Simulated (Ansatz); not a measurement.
Crystal: CaO.

```
Ca O
1.0
     0.00000    2.40356    2.40356
     2.40356    0.00000    2.40356
     2.40356    2.40356    0.00000
Ca O
1 1
Direct
  0.00000 0.00000 0.00000
  0.50000 0.50000 0.50000
```

The cell is a database's computed one.

```yaml
Program: Ansatz 0.2.0
Task: relaxation of cell and atoms
Functional: RPBE
Potentials_or_basis: all-electron LAPW, scalar-relativistic
Basis_error_allowed: 0.001 eV/atom
k_mesh: 10 × 10 × 10
Occupations: fermi-dirac, width 0.05 eV
Spin: no spin polarisation
```

At the start: volume 13.89 Å³/atom.

How do energy, volume and symmetry change on relaxing?

Over 4 steps the energy falls by 11.6 meV/atom and the volume is 14.62 Å³/atom (+5.3 %); space group Fm-3m (No. 225, to 0.05 Å).

Step by step:
| step | energy change (eV) | largest force (eV/Å) | volume (Å³) |
| --- | --- | --- | --- |
| 1 | 0.0000 | 0.0000 | 27.77 |
| 2 | -0.0229 | 0.0000 | 29.38 |
| 3 | -0.0232 | 0.0000 | 29.23 |
| 4 | -0.0232 | 0.0000 | 29.23 |

Final structure:
```
Ca O
1.0
     0.00000    2.44496    2.44496
     2.44496    0.00000    2.44496
     2.44496    2.44496    0.00000
Ca O
1 1
Direct
  0.00000 0.00000 0.00000
  0.50000 0.50000 0.50000
```
